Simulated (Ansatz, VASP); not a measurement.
## AlP: VASP beside Ansatz

INCAR

```
SYSTEM = AlP
PREC     = Accurate       ! precision mode
ENCUT    = 520            ! plane-wave cutoff, eV
EDIFF    = 1E-6           ! SCF threshold, eV
ISMEAR   = 0              ! smearing method
SIGMA    = 0.1            ! smearing width, eV
LREAL    = .False.        ! projectors in reciprocal space
LASPH    = .True.         ! aspherical terms in the spheres
NELM     = 60             ! most SCF steps
ALGO     = Normal         ! electronic algorithm
ISIF     = 2              ! what is computed and relaxed
LWAVE    = .False.        ! write WAVECAR
LCHARG   = .False.        ! write CHGCAR
GGA      = PE             ! functional
NBANDS   = 11             ! bands
```

KPOINTS

```
regular mesh
0
Gamma
  4 4 4
  0 0 0
```

POSCAR

```
AlP
1.0
    0.0000000000      2.7364837130      2.7364837130
    2.7364837130      0.0000000000      2.7364837130
    2.7364837130      2.7364837130      0.0000000000
Al P
1 1
Direct
    0.0000000000      0.0000000000      0.0000000000
    0.7500000000      0.7500000000      0.7500000000
```

Input for Ansatz:

```yaml
crystal:
  lattice:
    - [0.0, 2.736483713, 2.736483713]
    - [2.736483713, 0.0, 2.736483713]
    - [2.736483713, 2.736483713, 0.0]
  atoms:
    - { symbol: Al, position: [0.0, 0.0, 0.0] }
    - { symbol: P, position: [0.75, 0.75, 0.75] }
basis:
  ecutwfc: 460
kpoints:
  mp_grid: { grid: [4, 4, 4] }
hamiltonian:
  xc: pbe
scf:
  occupations: { method: gaussian, width: 0.1 }
  n_extra_bands: 3
  max_iter: 87
output:
  forces: true
  stress: true
  eigenvalues: true
```

Alike in both runs: task single point; functional PBE; k mesh 4 × 4 × 4; occupations gaussian, width 0.1 eV; no spin polarisation.

```csv
,VASP,Ansatz
version,VASP 6.6.1,Ansatz 0.2.0
potentials or method,"VASP PAW PBE potentials, release 64 (Al, P)","scalar-relativistic, plane waves, PAW"
plane-wave cutoff (eV),520,460
valence electrons in the cell,8,8
```

|  | VASP | Ansatz | Ansatz less VASP |
| --- | --- | --- | --- |
| gap on the k mesh at the Fermi level (eV) | 1.57 | 1.57 | +0.002 |
| least direct gap on the mesh (eV) | 3.24 | 3.24 | +0.002 |
| pressure (GPa) | 1.9 | 2.0 | +0.10 |

The functional is the same, so the differences come from potentials, cutoffs and numerics.

Caveats: the k mesh is coarse (spacing up to 0.50 Å⁻¹), so the values aren't converged. PBE gaps usually lie below the measured ones, often by a third to a half. A k mesh can miss the band edges.
